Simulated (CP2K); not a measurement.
Runs of CP2K 2026.2 on InP. The structure is cubic, space group F-43m (No. 216). Conventional cell: a = 5.861 Å, b = 5.861 Å, c = 5.861 Å, α = 90.00°, β = 90.00°, γ = 90.00°. In (site symmetry -43m) has 4 P at 2.54 Å as nearest neighbours. P (site symmetry -43m) is surrounded by 4 In at 2.54 Å. 

```tsv
potentials or basis	gap on the mesh (eV)	pressure (GPa)
GTH_POTENTIALS In GTH-BLYP-q13, P GTH-BLYP-q5; DZVP-MOLOPT-SR-GTH basis	0.61	(a)
POTENTIAL_UZH In GTH-PBE0-q13, P GTH-PBE0-q5; DZVP-MOLOPT-SR-GTH basis	0.76	5.1
GTH_POTENTIALS In GTH-PBE-q13, P GTH-PBE-q5; DZVP-MOLOPT-SR-GTH basis	0.68	3.9
POTENTIAL_UZH In GTH-SCAN-q13, P GTH-SCAN-q5; DZVP-MOLOPT-SR-GTH basis	0.96	(b)
GTH_POTENTIALS In GTH-PADE-q13, P GTH-PADE-q5; DZVP-MOLOPT-SR-GTH basis	0.64	2.5
```

Alike in all rows: task band structure; level PBE; no spin polarisation; cell as given; k mesh 8 × 8 × 8; smearing fermi-dirac 0.05 eV.

Question: Estimate the missing entries.

Answer: (a) 3.5; (b) 4.4.

Caveats: spin-orbit coupling is left out, which moves the levels of the heavy elements; the basis of atomic orbitals isn't converged, which shifts pressures, moduli and gaps; the potentials were made for another functional, which shifts forces and pressure (some runs).

A k mesh can miss the band edges, and the runs leave out spin-orbit coupling on In.
